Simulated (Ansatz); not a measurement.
LaAlO3:
```xyz
10
Lattice="2.6766 1.5454 4.3495 -2.6766 1.5454 4.3495 0.0000 -3.0907 4.3495" Properties=species:S:1:pos:R:3 pbc="T T T"
La     0.0000     0.0000     3.2621
La     0.0000     0.0000     9.7864
Al     0.0000     0.0000     0.0000
Al     0.0000     0.0000     6.5243
O      0.1922     1.5454     7.6116
O     -1.4344    -0.6063     7.6116
O      1.2422    -0.9391     7.6116
O     -0.1922    -1.5454     5.4369
O      1.4344     0.6063     5.4369
O     -1.2422     0.9391     5.4369
```

DFT-PBEsol in the program Ansatz with PAW potentials gives a gap of 3.94 eV without spin–orbit coupling, maximum at F, minimum at Γ.

Q: What happens when spin–orbit coupling is switched on?

A: The gap drops by 0.01 eV, to 3.93 eV; maximum at Γ, minimum at Γ.

Q: Give the electron effective mass with spin–orbit coupling.

A: 0.81 mₑ (isotropic).

Q: Give the hole effective mass with spin–orbit coupling.

A: 0.53, 2.0, 2.0 mₑ (principal values).

Space group R-3c. The cell was relaxed with PBEsol under the symmetry of its start; of distortions, only those at the zone centre were tested.

Potentials: the later of the program's two PAW sets.
